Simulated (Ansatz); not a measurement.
Wanted: the native input for an Ansatz 0.2.0 run.

```yaml
Task: single point
Functional: HF
Potentials_or_basis: Ansatz PAW
Cutoff: "420 eV (not typed: the program's choice for these potentials)"
k_mesh: 6 × 6 × 6
Occupations: fermi-dirac, width 0.05 eV
Spin: no spin polarisation
```

Pd:

```
Pd
1.0
     0.00000    1.94650    1.94650
     1.94650    0.00000    1.94650
     1.94650    1.94650    0.00000
Pd
1
Cartesian
  0.0000 0.0000 0.0000
```

These files were run (other wordings do the same):

input.yaml

```yaml
crystal:
  lattice:
    - [0.0, 1.9465, 1.9465]
    - [1.9465, 0.0, 1.9465]
    - [1.9465, 1.9465, 0.0]
  atoms:
    - { symbol: Pd, position: [0.0, 0.0, 0.0] }
hamiltonian:
  xc: hf
  pseudopotentials: { kind: paw }
kpoints:
  mp_grid: { grid: [6, 6, 6] }
scf:
  occupations: { method: fermi_dirac, width: 0.05 }
output:
  forces: true
  stress: true
  eigenvalues: true
```

Potentials or basis: Ansatz PAW.

Launch:

```console
$ ansatz run input.yaml --threads 2 --pin off --max-ram 5632MiB --backend cpu --events-out ev --progress --plain --runs-dir out
```

It gave:

```yaml
Pressure: 19.4 GPa
Band_gap_on_the_k_mesh: none (metal or under the smearing width)
```

Caveat: the k mesh is coarse (spacing up to 0.47 Å⁻¹), so the values aren't converged, least of all with exact exchange; so large a pressure means that the cell lies far from this level's equilibrium, or that cutoff or potentials fall short; the pressure holds a Pulay correction of +2.4 GPa for the finite cutoff; the PAW data sets come from PBE, with cores solved anew for the run's functional, which leaves a small shift of forces and pressure; the thresholds are loose for stress.

Wall time 7.1 s on 2 threads of Intel(R) Xeon(R) Platinum 8488C (Sapphire Rapids), on a shared host, peak memory 0.59 GiB.
